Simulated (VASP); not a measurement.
# InP (F-43m) in VASP: notebook

One crystal, InP, is run at these levels: PBEsol; tasks: relaxation of cell and atoms.

Everything below comes from runs of VASP 6.6.1. Logs are shortened: lines on timing, memory, paths and dates and some standing lists are left out, and cuts for length are marked.

**1. The structure**

The structure is cubic, space group F-43m (No. 216). The conventional cell has a = 5.879 Å, b = 5.879 Å, c = 5.879 Å, α = 90.00°, β = 90.00°, γ = 90.00°. Around In (site symmetry -43m) lie 4 P at 2.55 Å. Around P (site symmetry -43m) lie 4 In at 2.55 Å.

**2. Relaxation of cell and atoms, PBEsol**

The input, INCAR:

```
SYSTEM = InP
PREC = Accurate
ENCUT = 600
EDIFF = 1E-7
ISMEAR = 0
SIGMA = 0.03
LREAL = .FALSE.
LASPH = .TRUE.
NELM = 80
ALGO = Normal
ISIF = 3
LWAVE = .FALSE.
LCHARG = .FALSE.
GGA = PS
IBRION = 2
NSW = 90
EDIFFG = -0.005
```

The input, KPOINTS:

```
Automatic mesh
0
G
  10 10 10
  0 0 0
```

The input, POSCAR:

```
InP                                     
1.0
    0.0000000000      2.9394456023      2.9394456023
    2.9394456023      0.0000000000      2.9394456023
    2.9394456023      2.9394456023     -0.0000000000
  In              P             
     1     1
Direct
     0.0000000000000000    0.0000000000000000    0.0000000000000000
     0.2500000000000000    0.2500000000000000    0.2500000000000000
```

Potentials or basis: VASP PAW PBE potentials, release 64 (In_d, P).

The run is started by

```bash
cat potpaw_PBE.64/In_d/POTCAR potpaw_PBE.64/P/POTCAR > POTCAR
mpirun -np 1 vasp_std > vasp.out
```

OUTCAR:

```text
SYSTEM = InP
   PREC = Accurate
   ENCUT = 600
   EDIFF = 1E-7
   ISMEAR = 0
   LREAL = .FALSE.
   LASPH = .TRUE.
   NELM = 80
   ISIF = 3
   GGA = PS
   IBRION = 2
   NSW = 90
   EDIFFG = -0.005

 ion  position               nearest neighbor table
   1  0.000  0.000  0.000-   2 2.55   2 2.55   2 2.55   2 2.55
   2  0.250  0.250  0.250-   1 2.55   1 2.55   1 2.55   1 2.55

  LATTYP: Found a face centered cubic cell.
 ALAT       =     5.8788912046

  Lattice vectors:

 A1 = (   0.0000000000,   2.9394456023,   2.9394456023)
 A2 = (   2.9394456023,   0.0000000000,   2.9394456023)
 A3 = (   2.9394456023,   2.9394456023,   0.0000000000)

Analysis of symmetry for initial positions (statically):
=====================================================================
 Subroutine PRICEL returns:
 Original cell was already a primitive cell.

 Routine SETGRP: Setting up the symmetry group for a
 face centered cubic supercell.

 Subroutine GETGRP returns: Found 24 space group operations
 (whereof 24 operations were pure point group operations)
 out of a pool of 48 trial point group operations.

The static configuration has the point symmetry T_d .

Analysis of symmetry for dynamics (positions and initial velocities):
=====================================================================
 Subroutine PRICEL returns:
 Original cell was already a primitive cell.

 Routine SETGRP: Setting up the symmetry group for a
 face centered cubic supercell.

 Subroutine GETGRP returns: Found 24 space group operations
 (whereof 24 operations were pure point group operations)
 out of a pool of 48 trial point group operations.

The dynamic configuration has the point symmetry T_d .

 Subroutine INISYM returns: Found 24 space group operations
 (whereof 24 operations are pure point group operations),
 and found     1 'primitive' translations

----------------------------------------------------------------------------------------

                                     Primitive cell

  volume of cell :      50.7956

  direct lattice vectors                    reciprocal lattice vectors
     0.000000000  2.939445602  2.939445602    -0.170100103  0.170100103  0.170100103
     2.939445602  0.000000000  2.939445602     0.170100103 -0.170100103  0.170100103
     2.939445602  2.939445602  0.000000000     0.170100103  0.170100103 -0.170100103

  length of vectors
     4.157003837  4.157003837  4.157003837     0.294622021  0.294622021  0.294622021

  position of ions in fractional coordinates (direct lattice)
     0.000000000  0.000000000  0.000000000
     0.250000000  0.250000000  0.250000000

  ion indices of the primitive-cell ions
   primitive index   ion index
                 1           1
                 2           2

----------------------------------------------------------------------------------------

 KPOINTS: Automatic mesh

Automatic generation of k-mesh.
 Grid dimensions read from file:
 generate k-points for:   10   10   10

 Generating k-lattice:

  Cartesian coordinates                     Fractional coordinates (reciprocal lattice)
    -0.017010010  0.017010010  0.017010010     0.100000000  0.000000000  0.000000000
     0.017010010 -0.017010010  0.017010010     0.000000000  0.100000000  0.000000000
     0.017010010  0.017010010 -0.017010010     0.000000000  0.000000000  0.100000000

  Length of vectors
     0.029462202  0.029462202  0.029462202

  Shift w.r.t. Gamma in fractional coordinates (k-lattice)
     0.000000000  0.000000000  0.000000000

 Subroutine IBZKPT returns following result:
 ===========================================

 Found     47 irreducible k-points:

 Following reciprocal coordinates:
            Coordinates               Weight
  0.000000  0.000000  0.000000      1.000000
  0.100000  0.000000  0.000000      8.000000
  0.200000  0.000000  0.000000      8.000000
  0.300000  0.000000  0.000000      8.000000
  0.400000  0.000000  0.000000      8.000000
  0.500000  0.000000  0.000000      4.000000
[... 16 lines left out ...]
  0.300000  0.300000  0.000000      6.000000
  0.400000  0.300000  0.000000     24.000000
 [... further k-points ...]
   k-points           NKPTS =     47   k-points in BZ     NKDIM =     47   number of bands    NBANDS=     13
   number of dos      NEDOS =    301   number of ions     NIONS =      2
   total plane-waves  NPLWV =  46656
   dimension x,y,z NGX =    36 NGY =   36 NGZ =   36
   dimension x,y,z NGXF=    72 NGYF=   72 NGZF=   72
   ions per type =               1   1
   NGX,Y,Z   is equivalent  to a cutoff of  14.40, 14.40, 14.40 a.u.
   NGXF,Y,Z  is equivalent  to a cutoff of  28.79, 28.79, 28.79 a.u.
 SYSTEM =  InP
   PREC   = accura    normal or accurate (medium, high low for compatibility)
   ISTART =      0    job   : 0-new  1-cont  2-samecut
   ICHARG =      2    charge: 1-file 2-atom 10-const
   ISPIN  =      1    spin polarized calculation?
   LNONCOLLINEAR =      F non collinear calculations
   LSORBIT =      F    spin-orbit coupling
   LASPH  =      T    aspherical Exc in radial PAW
   ENCUT  =  600.0 eV  44.10 Ry    6.64 a.u.   8.30  8.30  8.30*2*pi/ulx,y,z
   NELM   =     80;   NELMIN=  2; NELMDL= -5     # of ELM steps
   EDIFF  = 0.1E-06   stopping-criterion for ELM
   LREAL  =      F    real-space projection
   EDIFFG = -.5E-02   stopping-criterion for IOM
   NSW    =     90    number of steps for IOM
   IBRION =      2    ionic relax: 0-MD 1-quasi-New 2-CG
   NFREE  =      1    steps in history (QN), initial steepest desc. (CG)
   ISIF   =      3    stress and relaxation
   ISYM   =      2    0-nonsym 1-usesym 2-fastsym
   POTIM  = 0.5000    time-step for ionic-motion
   TEBEG  =    0.0;   TEEND  =   0.0 temperature during run
   PSTRESS=    0.0 pullay stress
   NELECT =      18.0000    total number of electrons
   NUPDOWN=      -1.0000    fix difference up-down
   EMIN   =  10.00;   EMAX   =-10.00  energy-range for DOS
   EFERMI =   0.00;   METHOD = LEGACY
   ISMEAR =     0;   SIGMA  =   0.03  broadening in eV -4-tet -1-fermi 0-gaus
   EFERMI_NEDOS =   21; number of points for ismear=-14 and -15
   IALGO  =     38    algorithm
   IMIX   =      4    mixing-type and parameters
     AMIX     =   0.40;   BMIX     =  1.00
     AMIX_MAG =   1.60;   BMIX_MAG =  1.00
  volume/ion in A,a.u.               =      25.40       171.39
  Fermi-wavevector in a.u.,A,eV,Ry     =   1.158485  2.189218 18.260194  1.342086
  Thomas-Fermi vector in A             =   2.295086
   LORBIT       =      0    0 simple, 1 ext, 2 COOP (PROOUT), +10 PAW based schemes
   GGA     = PS    functional components
   LHFCALC =     F    Hartree Fock is set to
   AEXX    =    0.0000 exact exchange contribution
   IVDW    =     0    specifies the selected vdW correction
   LEPSILON=     F    determine dielectric tensor
   LRPA    =     F    only Hartree local field effects (RPA)
 conjugate gradient relaxation of ions
 non-spin polarized calculation
 Gauss-broadening in eV      SIGMA  =   0.03
  energy-cutoff  :      600.00
  volume of cell :       50.80
 maximum number of plane-waves:      1719
 NGX is ok and might be reduce to    36
   NGX = 17   NGY = 17   NGZ = 17

 number of electron      17.9999998 magnetization

 Free energy of the ion-electron system (eV)
  ---------------------------------------------------
  ext. energy  EPLUGINS =         0.00000000
  ---------------------------------------------------
  free energy    TOTEN  =        -9.15707092 eV

  energy without entropy =       -9.15707092  energy(sigma->0) =       -9.15707092

 E-fermi :   5.1875     XC(G=0):  -9.4391

 val. band max:        4.9909175424   @ k =   0.0000   0.0000   0.0000
 cond. band min:       5.5570363481   @ k =   0.0000   0.0000   0.0000
 fundamental gap:      0.5661188057
 Fermi energy:         5.1875449958

 k-point     1 :       0.0000    0.0000    0.0000
  band No.  band energies     occupation
      1      -9.1384      2.00000
      2      -9.1384      2.00000
      3      -9.1384      2.00000
      4      -8.9883      2.00000
      5      -8.9883      2.00000
      6      -6.4942      2.00000
      7       4.9909      2.00000
      8       4.9909      2.00000
      9       4.9909      2.00000
     10       5.5570      0.00000
     11       9.0082      0.00000
     12       9.0082      0.00000
     13       9.0082      0.00000

 k-point     2 :       0.1000    0.0000    0.0000
  band No.  band energies     occupation
      1      -9.1507      2.00000
      2      -9.1336      2.00000
      3      -9.1336      2.00000
      4      -8.9883      2.00000
      5      -8.9883      2.00000
      6      -6.3799      2.00000
      7       3.7944      2.00000
      8       4.8662      2.00000
      9       4.8662      2.00000
     10       6.3808      0.00000
     11       9.0624      0.00000
     12       9.1956      0.00000
     13       9.1956      0.00000

 k-point     3 :       0.2000    0.0000    0.0000
  band No.  band energies     occupation
      1      -9.1816      2.00000
      2      -9.1218      2.00000
      3      -9.1218      2.00000
      4      -8.9873      2.00000
      5      -8.9873      2.00000
      6      -6.0512      2.00000
      7       2.2652      2.00000
      8       4.5839      2.00000
      9       4.5839      2.00000
     10       6.7104      0.00000
     11       9.5701      0.00000
     12       9.5701      0.00000
     13       9.6680      0.00000
[... 305 lines left out ...]
 k-point    23 :       0.3000    0.3000    0.0000
  band No.  band energies     occupation
      1      -9.2661      2.00000
      2      -9.0721      2.00000
      3      -9.0721      2.00000
      4      -9.0197      2.00000
      5      -8.9657      2.00000
      6      -5.2475      2.00000
      7       0.9441      2.00000
      8       3.2672      2.00000
      9       3.2672      2.00000
     10       7.0848      0.00000
     11       7.9025      0.00000
     12      12.0037      0.00000
     13      12.0089      0.00000

 k-point    24 :       0.4000    0.3000    0.0000
  band No.  band energies     occupation
      1      -9.2854      2.00000
      2      -9.0631      2.00000
      3      -9.0598      2.00000
      4      -9.0233      2.00000
      5      -8.9621      2.00000
      6      -4.8291      2.00000
      7       0.2301      2.00000
      8       2.7955      2.00000
      9       3.0669      2.00000
     10       7.1398      0.00000
     11       7.9334      0.00000
     12      11.7345      0.00000
     13      12.4112      0.00000

 [... further k-points ...]

------------------------ aborting loop because EDIFF is reached ----------------------------------------

  FORCE on cell =-STRESS in cart. coord.  units (eV):
  Direction    XX          YY          ZZ          XY          YZ          ZX
  --------------------------------------------------------------------------------------
  -------------------------------------------------------------------------------------
  Total       -0.0017322     -0.0017322     -0.0017322      0.0000000      0.0000000      0.0000000
  in kB       -0.0546357     -0.0546357     -0.0546357      0.0000000      0.0000000      0.0000000
  external PRESSURE =      -0.0546357 kB  Pullay stress =       0.0000000 kB

 VOLUME and BASIS-vectors are now :
 -----------------------------------------------------------------------------
  energy-cutoff  :      600.00
  volume of cell :       50.80
      direct lattice vectors                 reciprocal lattice vectors
     0.000000000  2.939445602  2.939445602    -0.170100103  0.170100103  0.170100103
     2.939445602  0.000000000  2.939445602     0.170100103 -0.170100103  0.170100103
     2.939445602  2.939445602  0.000000000     0.170100103  0.170100103 -0.170100103

 POSITION                                       TOTAL-FORCE (eV/Angst)
 -----------------------------------------------------------------------------------
      0.00000      0.00000      0.00000        -0.000000     -0.000000     -0.000000
      1.46972      1.46972      1.46972         0.000000      0.000000      0.000000
 -----------------------------------------------------------------------------------
    total drift:                               -0.000000     -0.000000     -0.000000

  FREE ENERGIE OF THE ION-ELECTRON SYSTEM (eV)
  ---------------------------------------------------
  free  energy   TOTEN  =        -9.1570709165 eV

  energy  without entropy=       -9.1570709165  energy(sigma->0) =       -9.15707092

 reached required accuracy - stopping structural energy minimisation
```

Wall time 25 s (1 thread of Intel Xeon 6975P-C (Granite Rapids), shared host); peak memory 0.22 GiB.

What came out:

* Free energy: -9.1571 eV
* Pressure after relaxing: 0.0 GPa
* Band gap on the k mesh: 0.57 eV, direct

Final structure:
```
In P
1.0
     0.00000    2.93945    2.93945
     2.93945    0.00000    2.93945
     2.93945    2.93945    0.00000
In P
1 1
Cartesian
  0.0000 0.0000 0.0000
  1.4697 1.4697 1.4697
```

Caveat: the relaxation stopped at its first step, so nothing moved; the PAW data sets were made with another functional, which shifts forces and pressure a little; spin-orbit coupling is left out, which moves the levels of the heavy elements.

**3. Relaxation of cell and atoms, PBEsol**

This run uses another cell than the first one, of 25.17 Å³/atom, 0.991 times its volume.

The input, INCAR:

```
SYSTEM = InP
  ALGO = Normal
  EDIFF = 1E-6
  EDIFFG = -0.01
  ENCUT = 600
  GGA = PS
  IBRION = 2
  ISIF = 3
  ISMEAR = 0
  LASPH = .TRUE.
  LCHARG = .FALSE.
  LREAL = .FALSE.
  LWAVE = .FALSE.
  NELM = 80
  NSW = 90
  PREC = Accurate
  SIGMA = 0.03
```

The input, KPOINTS:

```
k-points
0
G
  10 10 10
  0 0 0
```

The input, POSCAR:

```
InP
1.0
    0.0000000000      2.9305000000      2.9305000000
    2.9305000000      0.0000000000      2.9305000000
    2.9305000000      2.9305000000      0.0000000000
In P
1 1
Direct
    0.0000000000      0.0000000000      0.0000000000
    0.2500000000      0.2500000000      0.2500000000
```

Potentials or basis: VASP PAW PBE potentials, release 64 (In_d, P).

The run is started by

```bash
cat potpaw_PBE.64/In_d/POTCAR potpaw_PBE.64/P/POTCAR > POTCAR
mpirun -np 1 vasp_std > vasp.out
```

It took 49 s on 1 thread of Intel Xeon Platinum 8488C (Sapphire Rapids), shared host; peak memory 0.23 GiB.

The run converged. Its results:

| Quantity | Value |
| --- | --- |
| Free energy | -9.1570 eV |
| Relaxed volume | 25.40 Å³/atom |
| Relaxed cell | a = 4.157 Å, b = 4.157 Å, c = 4.157 Å, α = 60.00°, β = 60.00°, γ = 60.00° |
| Space group after relaxing (to 0.05 Å) | F-43m (No. 216) |
| Energy gained by relaxing | 0.4 meV/atom |
| Ionic steps | 3 |
| Pressure after relaxing | 0.0 GPa |
| Band gap on the k mesh | 0.57 eV, direct |

The path:
| step | energy change (eV) | largest force (eV/Å) | pressure (GPa) | volume (Å³) |
| --- | --- | --- | --- | --- |
| 1 | 0.0000 | 0.0000 | 0.62 | 50.33 |
| 2 | -0.0006 | 0.0000 | -0.31 | 51.05 |
| 3 | -0.0009 | 0.0000 | -0.01 | 50.80 |

Final structure:
```yaml
crystal:
  lattice:
    - [0.00000, 2.93945, 2.93945]
    - [2.93945, 0.00000, 2.93945]
    - [2.93945, 2.93945, 0.00000]
  atoms:
    - { symbol: In, position: [0.00000, 0.00000, 0.00000] }
    - { symbol: P, position: [0.25000, 0.25000, 0.25000] }
```

Levels at points of the mesh, in eV from the valence-band top:
```csv
k point,band 6,band 7,band 8,band 9,band 10,band 11,band 12,band 13
"(0.00, 0.00, 0.00)",-11.49,0.00,0.00,0.00,0.57,4.02,4.02,4.02
"(0.50, 0.00, 0.00)",-9.77,-5.75,-0.97,-0.97,1.38,4.74,4.74,6.93
"(0.50, 0.50, 0.00)",-9.11,-5.78,-2.32,-2.32,1.65,2.17,9.04,9.47
```

Caveat: the PAW data sets were made with another functional, which shifts forces and pressure a little; spin-orbit coupling is left out, which moves the levels of the heavy elements. Zero-point motion and thermal expansion aren't in these numbers.

**4. Relaxation of cell and atoms, PBEsol**

INCAR: that of step 3 with these lines changed.

```diff
@@ -2,4 +2,4 @@
   ALGO = Normal
-  EDIFF = 1E-6
-  EDIFFG = -0.01
+  EDIFF = 1E-7
+  EDIFFG = -0.005
   ENCUT = 600
```

KPOINTS is that of step 3.

The input, POSCAR:

```
InP                                     
1.0
    0.0000000000      2.9394456023      2.9394456023
    2.9394456023      0.0000000000      2.9394456023
    2.9394456023      2.9394456023     -0.0000000000
  In              P             
     1     1
Direct
     0.0000000000000000    0.0000000000000000    0.0000000000000000
     0.2500000000000000    0.2500000000000000    0.2500000000000000
```

The run is started by

```bash
cat potpaw_PBE.64/In_d/POTCAR potpaw_PBE.64/P/POTCAR > POTCAR
mpirun -np 1 vasp_std > vasp.out
```

Run time: 25 s. Hardware: 1 thread of Intel Xeon Platinum 8488C (Sapphire Rapids), shared host; peak memory 0.22 GiB.

It converged, with:

- Free energy: -9.1571 eV
- Pressure after relaxing: 0.0 GPa
- Band gap on the k mesh: 0.57 eV, direct

Final structure:
```yaml
crystal:
  lattice:
    - [0.00000, 2.93945, 2.93945]
    - [2.93945, 0.00000, 2.93945]
    - [2.93945, 2.93945, 0.00000]
  atoms:
    - { symbol: In, position: [0.00000, 0.00000, 0.00000] }
    - { symbol: P, position: [0.25000, 0.25000, 0.25000] }
```

Levels at points of the mesh, in eV from the valence-band top:
```
           k point  band 7  band 8  band 9  band 10  band 11  band 12
(0.00, 0.00, 0.00)    0.00    0.00    0.00     0.57     4.02     4.02
(0.50, 0.00, 0.00)   -5.75   -0.97   -0.97     1.38     4.74     4.74
(0.50, 0.50, 0.00)   -5.78   -2.32   -2.32     1.65     2.17     9.04
```

Caveat: the relaxation stopped at its first step, so nothing moved; the PAW data sets were made with another functional, which shifts forces and pressure a little; spin-orbit coupling is left out, which moves the levels of the heavy elements.
